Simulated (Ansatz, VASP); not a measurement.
## One calculation of Sr, two programs

The input INCAR:

```
SYSTEM = Sr
  PREC = Accurate
  ENCUT = 520
  EDIFF = 1E-6
  ISMEAR = 0
  SIGMA = 0.03
  LREAL = .False.
  LASPH = .True.
  NELM = 80
  ALGO = Fast
  ISIF = 2
  LWAVE = .False.
  LCHARG = .False.
  GGA = PS
  NBANDS = 11
```

The input KPOINTS:

```
regular mesh
0
Gamma
  10 10 10
  0 0 0
```

The input POSCAR:

```
Sr
1.0
    0.0000000000      3.2857380000      3.2857380000
    3.2857380000      0.0000000000      3.2857380000
    3.2857380000      3.2857380000      0.0000000000
Sr
1
Direct
    0.0000000000      0.0000000000      0.0000000000
```

Input for Ansatz:

```yaml
crystal:
  lattice:
    - [0.0, 3.285738, 3.285738]
    - [3.285738, 0.0, 3.285738]
    - [3.285738, 3.285738, 0.0]
  atoms:
    - { symbol: Sr, position: [0.0, 0.0, 0.0] }
basis:
  ecutwfc: 420
kpoints:
  mp_grid: { grid: [10, 10, 10] }
hamiltonian:
  xc: pbesol
scf:
  occupations: { method: gaussian, width: 0.03 }
output:
  forces: true
  stress: true
  eigenvalues: true
```

Change from the starting cell: strain +0.080 along x and y, +0.080 along z, atoms carried along.

Alike in both runs: task single point; functional PBEsol; k mesh 10 × 10 × 10; occupations gaussian, width 0.03 eV; no spin polarisation.

```csv
,VASP,Ansatz
version,VASP 6.6.1,Ansatz 0.2.0
potentials or method,"VASP PAW PBE potentials, release 64 (Sr_sv)","scalar-relativistic, plane waves, PAW"
plane-wave cutoff (eV),520,420
valence electrons in the cell,10,10
```

|  | VASP | Ansatz | Ansatz less VASP |
| --- | --- | --- | --- |
| gap on the k mesh at the Fermi level (eV) | none | none | - |
| pressure (GPa) | -2.3 | -2.3 | -0.01 |

A gap of «none» marks a metal or a gap that the smearing closes. With one functional, cell and mesh, what is left measures potentials, basis and numerics.

Caveats: the PAW data sets were made with another functional, which shifts forces and pressure a little (VASP).
